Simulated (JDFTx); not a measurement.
# W2C: equation of state with PBE

The system is W2C.

```
CELL_PARAMETERS angstrom
3.07005 0.00000 0.00000
-1.53502 2.65874 0.00000
0.00000 0.00000 4.67843
ATOMIC_POSITIONS crystal
W 0.66667 0.33333 0.25367
W 0.33333 0.66667 0.74633
C 0.00000 0.00000 0.00000
```

The cell comes from a database or a generator and needn't be the stable form of this composition.

```
Program                                 : JDFTx 1.7.0 (patched build)
Task                                    : equation of state
Functional                              : PBE
Potentials or basis                     : PseudoDojo-SR-PBE-0.5-standard
Cutoff                                  : 1116 eV
Density cutoff                          : 4463 eV
k mesh                                  : 10 × 10 × 6
Occupations                             : fermi-dirac, width 0.05 eV
Spin                                    : no spin polarisation
Bands                                   : 23
Density cutoff over wavefunction cutoff : 4
Max SCF steps                           : 100
SCF threshold on the energy             : 1e-08 Ha
Solver of the electrons                 : scf
```

| Property | Result |
| --- | --- |
| Equilibrium volume | 12.67 Å³/atom |
| Bulk modulus at fixed shape and positions | 336 GPa |
| Pressure derivative of the bulk modulus | 4.3 |

Energy against volume, from the lowest point:
```
volume (Å³/atom)  energy (meV/atom)
          11.965              45.07
          12.220              17.52
          12.475               2.94
          12.729               0.00
          12.984               7.53
          13.238              24.46
          13.493              49.85
```

Caveat: the cell was scaled at fixed shape and fractional positions, which overstates the stiffness of a crystal with free parameters, most of all of layers and chains. The run has no spin-orbit coupling, so splittings on W are missing.
